## A small error that grows again

One might expect a finer grid to bring a computed energy closer to its final value at each step, and the pressure to settle along with it. For this fixed diamond cell, treated with a standard gradient-corrected functional, neither holds. The energy starts too low, passes through its final value, ends up too high and only then comes back. The pressure stays almost unchanged at first, then drops and becomes flat.

GPAW 26.7.0, PBE with PAW data sets (gpaw-data 1.2.1) and an 800 eV plane-wave cutoff, for a fixed two-atom diamond cell without spin polarisation. The sweep value is the density-grid spacing in Å. All runs use a 13×13×13 k mesh, on which the gap is taken, and Fermi–Dirac smearing of 0.05 eV, with energies extrapolated to zero smearing.

```csv
sweep value,energy less tightest (meV/atom),pressure (GPa),gap (eV)
0.24,-0.570,1.479,4.142
0.2,0.050,1.476,4.143
0.17,0.180,1.430,4.143
0.15,0.090,1.420,4.143
0.13,0.060,1.420,4.143
0.11,0.020,1.420,4.143
0.09,0.000,1.420,4.143
```

The sweep value is the nominal spacing $h$ of the density grid in Å. "Energy less tightest" is the energy error $\Delta E$ relative to the finest grid. At 0.2 Å it is only 0.05 meV/atom, which looks like convergence. The next finer grid has an error more than three times as large, so the small value marks a crossing.

The pressure exposes the crossing. Let $\Delta P$ be the pressure less its value on the finest grid. At 0.2 Å it is still 94 % of what it was at 0.24 Å. It falls steeply by 0.17 Å and has vanished, to the digits of the table, from 0.15 Å on. The gap moves by only about 1 meV over the whole sweep, so it hardly tests the grid.

## Why the density needs a finer grid than the waves

The smooth valence density on the grid is built from products of waves. When two waves are multiplied, their wave vectors add or subtract, so the density contains ripples up to twice as fine as the finest wave. A grid of spacing $h$ can represent wave vectors up to $\pi/h$. If $k_{\max}$ is the largest wave vector that the energy cutoff admits, the full density therefore needs

$$h \le \frac{\pi}{2k_{\max}}, \qquad k_{\max}=\frac{\sqrt{2mE_{\text{cut}}}}{\hbar},$$

with $m$ the electron mass and $E_{\text{cut}}$ the wave cutoff.

For the cutoff used here this spacing is 0.108 Å. The waves alone need only 0.217 Å. Most of the sweep lies between these two marks, where the waves fit on the grid but the finest ripples of their products do not. The coarsest setting lies nominally outside them. Whether all waves fit there depends on the number of points really used, which the outputs do not state. Since $k_{\max}$ grows as the square root of the cutoff, a cutoff four times as high asks for half the spacing.

The pressure nevertheless settles at 0.15 Å, where the nominal grid holds about 72 % of the range. Theory offers a plain reason. The finest ripples arise only from pairs of waves that both lie near the cutoff, and such waves have small amplitudes in a well-converged basis. Their products are smaller still, so the last part of the range carries little weight.

## Why the error can have either sign

A cosine wave on a ring shows what a coarse grid does. Its square has the average 1/2. Now sample it at just two points per wavelength. If the points sit on the crests and troughs, the sampled average is 1; if they sit on the nodes, it is 0. With three evenly spaced points per wavelength the average is exact, although the product itself is not yet fully resolved.

One thing carries over to the crystal: a ripple too fine for the grid is misread or lost, and the resulting error can have either sign. Once the waves fit on the grid, the average itself is right. But the energy also depends on the shape of the density, which still suffers. The ripples have graded strengths, so this error fades over a range of spacings.

Enlarging the set of waves can only lower the energy, because the calculation seeks a minimum. Refining the density grid has no such rule, since it changes how the energy itself is evaluated. A change of sign is therefore allowed, and an error need not shrink at every step.

## What the pressure tells about the energy

Pressure is the slope of energy against volume, which gives a link between the two errors. The stress is evaluated with the number of grid points held fixed, so stretching the cell also stretches the spacing. With $v$ the volume per atom, $h$ grows as $v^{1/3}$. Suppose that the energy error depends on the spacing alone, and that the printed pressure is the exact slope of the energy as computed on the grid. Then

$$\Delta P=-\frac{d\,\Delta E}{dv}=-\frac{1}{3v}\,\frac{d\,\Delta E}{d\ln h}
\quad\Rightarrow\quad
\frac{d\,\Delta E}{d\ln h}=-3v\,\Delta P .$$

A pressure that is too high thus means an energy that sinks as the grid gets coarser.

Take the step from 0.24 to 0.2 Å. The mean pressure error is about 0.057 GPa and $v$ is 5.67 Å³, so $3v\,\Delta P$ is 0.97 GPa Å³. Converted to energy units, this is about 6.1 meV per unit of $\ln h$. Multiplied by $\ln(0.24/0.2)\approx 0.18$, it predicts a rise of 1.1 meV/atom.

The computed rise is 0.62 meV/atom. The model has no adjustable constant. Its direction is right, but the size is too large by nearly a factor of two. For the next step, to 0.17 Å, the direction is right again, but the predicted 0.56 meV/atom is more than four times the computed 0.13, as the printed analysis below shows. Part of the misfit may come from the nominal spacings: a cell edge holds a whole number of points, so the true change in spacing can differ from the one used here. The low energy at 0.24 Å and the high pressure there are thus consistent in direction with one common grid error, but the model does not give its size.

## Where spacing alone fails

Beyond 0.17 Å the link breaks. The energy falls by 0.18 meV/atom, while the model predicts a slight rise. From 0.15 Å on the pressure is flat, although an energy that depended on spacing alone would leave a pressure error of roughly 0.002 GPa, far more than is seen. A second error seems to be at work, one that raises the energy and that the pressure hardly feels.

The printed steps hint at it in every row. In all six, the computed energy change lies below the one predicted from the pressure, as it would if a positive error shrank with each finer grid. The sweep then reads as a sum of two errors. The first lowers the energy, shows in the pressure and dies out by about 0.15 Å. The second raises the energy and fades more slowly. On the coarsest grid the first wins, near 0.2 Å the two almost cancel, and at 0.17 Å mostly the second is left. This split is inferred from the steps, not computed separately, and for the two coarsest steps the nominal spacings may explain part of the misfit.

One candidate for the second error, which these runs do not test, is the functional. A gradient-corrected functional needs the slope of the density, and a program can take it from differences between neighbouring grid points. Such an error is expected to fall smoothly as a power of the spacing, even after every ripple fits on the grid. Why it would leave the pressure almost untouched is not shown here, so the cause stays open.

The last energy steps are small enough to raise another suspicion. If the stopping criterion for the energy is counted per valence electron, it amounts to 0.04 meV/atom, about as large as these steps. That is a tolerance, though, not the error itself. The energy falls at every step from 0.17 Å on, and each run stopped after the same eight iterations, which looks more like a grid effect than like noise.

## Reading such a sweep

All of this happens on a small scale. The energies span 0.75 meV/atom and the pressures about 0.06 GPa, so even the coarsest grid serves if 1 meV/atom and 0.1 GPa are good enough. For tighter demands, a single energy close to the final one is weak evidence; energy and pressure should both hold still over several successive grids. The pressure of 1.42 GPa that remains is no grid error. It shows that the given cell is slightly smaller than the one this calculation would choose.

Numerical output:

```
spacing that just holds the waves themselves, in angstrom: 0.2168
spacing that holds every density component, in angstrom: 0.1084
grid points per cell edge needed for the waves, before rounding up: 11.63
grid points per cell edge needed for the full density, before rounding up: 23.27
Reach of the nominal grid and errors against the finest grid:
   row  share of density range held  energy error meV/atom  pressure error GPa
  0.24                       0.4517                  -0.57             0.05899
   0.2                        0.542                   0.05             0.05564
  0.17                       0.6377                   0.18             0.00968
  0.15                       0.7227                   0.09              -3e-05
  0.13                       0.8339                   0.06              -6e-05
  0.11                       0.9855                   0.02              -4e-05
  0.09                        1.204                      0                   0
Energy steps from the previous row in meV/atom:
   row  from pressure error  computed
   0.2                1.109      0.62
  0.17               0.5635      0.13
  0.15              0.06412     -0.09
  0.13           -0.0006837     -0.03
  0.11           -0.0008868     -0.04
  0.09           -0.0004261     -0.02
span of the energy errors, in meV/atom: 0.75
energy rise from 0.24 to 0.17 angstrom predicted from pressure, in meV/atom: 1.673
energy rise from 0.24 to 0.17 angstrom computed, in meV/atom: 0.75
pressure error at 0.2 as a share of that at 0.24 angstrom, in percent: 94.32
pressure error at 0.17 as a share of that at 0.2 angstrom, in percent: 17.4
energy error added by 1 percent more volume at 0.2 angstrom, in meV/atom: -0.01969
largest pressure error from 0.15 angstrom down, in GPa: 6e-05
mean pressure error expected if the energy tail from 0.15 to 0.09 came from spacing alone, in GPa: -0.001659
energy tolerance if set per valence electron with four per atom, in meV/atom: 0.04
span of the gaps, in meV: 1
```
